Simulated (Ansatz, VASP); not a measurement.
**MgO2: VASP beside Ansatz**

The input INCAR:

```
SYSTEM = MgO2
  PREC = Accurate
  ENCUT = 520
  EDIFF = 1E-8
  ISMEAR = 0
  SIGMA = 0.01
  LREAL = .False.
  LASPH = .True.
  NELM = 60
  ALGO = Normal
  ISIF = 2
  LWAVE = .False.
  LCHARG = .False.
  GGA = PS
  LEFG = .True.
  NBANDS = 40
```

The input KPOINTS:

```
regular mesh
0
Gamma
  6 6 6
  0 0 0
```

File POSCAR:

```
MgO2
1.0
    4.8408307520      0.0000000000      0.0000000000
    0.0000000000      4.8408307520      0.0000000000
    0.0000000000      0.0000000000      4.8408307520
Mg O
4 8
Direct
    0.0000000000      0.5000000000      0.5000000000
    0.5000000000      0.5000000000      0.0000000000
    0.5000000000      0.0000000000      0.5000000000
    0.0000000000      0.0000000000      0.0000000000
    0.4116319360      0.0883680640      0.9116319360
    0.0883680640      0.9116319360      0.4116319360
    0.9116319360      0.4116319360      0.0883680640
    0.5883680640      0.5883680640      0.5883680640
    0.4116319360      0.4116319360      0.4116319360
    0.0883680640      0.5883680640      0.9116319360
    0.9116319360      0.0883680640      0.5883680640
    0.5883680640      0.9116319360      0.0883680640
```

Input for Ansatz:

```yaml
crystal:
  lattice:
    - [4.840830752, 0.0, 0.0]
    - [0.0, 4.840830752, 0.0]
    - [0.0, 0.0, 4.840830752]
  atoms:
    - { symbol: Mg, position: [0.0, 0.5, 0.5] }
    - { symbol: Mg, position: [0.5, 0.5, 0.0] }
    - { symbol: Mg, position: [0.5, 0.0, 0.5] }
    - { symbol: Mg, position: [0.0, 0.0, 0.0] }
    - { symbol: O, position: [0.411631936, 0.088368064, 0.911631936] }
    - { symbol: O, position: [0.088368064, 0.911631936, 0.411631936] }
    - { symbol: O, position: [0.911631936, 0.411631936, 0.088368064] }
    - { symbol: O, position: [0.588368064, 0.588368064, 0.588368064] }
    - { symbol: O, position: [0.411631936, 0.411631936, 0.411631936] }
    - { symbol: O, position: [0.088368064, 0.588368064, 0.911631936] }
    - { symbol: O, position: [0.911631936, 0.088368064, 0.588368064] }
    - { symbol: O, position: [0.588368064, 0.911631936, 0.088368064] }
basis:
  ecutwfc: 420
kpoints:
  mp_grid: { grid: [6, 6, 6] }
hamiltonian:
  xc: pbesol
scf:
  occupations: { method: fixed }
output:
  forces: true
  stress: true
  eigenvalues: true
  efg: {}
checkpoint:
  read: start.run
  write: ck
  compress: false
  write_wavefunctions: false
  write_every: 100000
```

Alike in both runs: task electric field gradients; functional PBEsol; k mesh 6 × 6 × 6; no spin polarisation.

|  | VASP | Ansatz |
| --- | --- | --- |
| version | VASP 6.6.1 | Ansatz 0.2.0 |
| potentials or method | VASP PAW PBE potentials, release 64 (Mg, O) | scalar-relativistic, plane waves, PAW |
| plane-wave cutoff (eV) | 520 | 420 |
| occupations | gaussian, width 0.01 eV | fixed |
| valence electrons in the cell | 56 | 88 |

|  | VASP | Ansatz | Ansatz less VASP |
| --- | --- | --- | --- |
| gap on the k mesh at the Fermi level (eV) | 3.95 | 3.97 | +0.026 |
| least direct gap on the mesh (eV) | 4.07 | 4.10 | +0.025 |
| pressure (GPa) | -0.1 | 0.0 | +0.08 |
| rms of the force components (eV/Å) | 0.093 | 0.000 | -0.0930 |
| Vzz of the field gradient on the site that differs most (V/Å²) | 295.3 | 288.7 | -6.60 |

Atom by atom the forces differ by 0.093 eV/Å (rms over components). The two sets of potentials don't hold the same shells in valence.

Caveats: the PAW data sets were made with another functional, which shifts forces and pressure a little (VASP). Expect the measured gap to be larger: semilocal functionals such as PBEsol lack the derivative discontinuity. A k mesh can miss the band edges.
